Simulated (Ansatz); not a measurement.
# Equation of state of TaS2

```cif
data_structure
_symmetry_space_group_name_H-M 'P-3m1'
_symmetry_Int_Tables_number 164
_cell_length_a 3.3500
_cell_length_b 3.3500
_cell_length_c 5.8600
_cell_angle_alpha 90.000
_cell_angle_beta 90.000
_cell_angle_gamma 120.000
_cell_volume 56.95
loop_
_atom_site_label
_atom_site_type_symbol
_atom_site_symmetry_multiplicity
_atom_site_Wyckoff_symbol
_atom_site_fract_x
_atom_site_fract_y
_atom_site_fract_z
_atom_site_occupancy
Ta1 Ta 1 a 0.00000 0.00000 0.00000 1
S1 S 2 d 0.33333 0.66667 0.25000 1
```

The runs use the primitive cell with vectors (3.350, 0.000, 0.000), (-1.675, 2.901, 0.000), (0.000, 0.000, 5.860) Å, to which the k mesh refers.

The cell comes from COD entry 1537360, which wasn't checked; take it as a given geometry. It differs from other determinations.

Spin polarisation is left out, and whether a magnetic state lies lower isn't shown here.

Spin–orbit coupling is left out, though it moves levels of the heavy atoms by tenths of an eV or more.

All numbers are computed: DFT, PBE, all-electron LAPW, scalar-relativistic (Ansatz 0.2.0); DFT, PBE, PAW with Ansatz's default frozen-core files, scalar-relativistic (Ansatz 0.2.0).

For LAPW: a Γ-centred 9×9×5 k mesh, Fermi–Dirac smearing of 0.03 eV, basis error target 1 meV/atom, no spin polarisation. PAW takes a cutoff of 420 eV at this cell. The Ansatz runs share mesh, smearing and spin set-up. Plane-wave (PAW) pressures include the program's estimate of the Pulay term.

The cell above is scaled evenly, with fractional coordinates and shape held.

```
V/V(cell)  V (Å³/atom)  P, LAPW (GPa)  P, PAW (GPa)  free energy over the lowest listed, PAW (meV/atom)
   0.9400       17.845          20.14         20.24                                               136.7
   0.9600       18.225          16.11         16.17                                                93.6
   0.9800       18.605          12.45         12.49                                                59.7
   0.9900       18.795          10.76         10.77                                                45.9
   1.0000       18.984           9.14          9.14                                                34.1
   1.0100       19.174           7.60          7.59                                                24.2
   1.0200       19.364           6.13          6.11                                                16.1
   1.0400       19.744              ?             ?                                                   ?
   1.0600       20.123           0.92          0.87                                                 0.0
```

**Question.** Fill in the row V/V(cell) = 1.0400.

**Answer.** P, LAPW (GPa) = 3.40, P, PAW (GPa) = 3.36, free energy over the lowest listed, PAW (meV/atom) = 5.0.
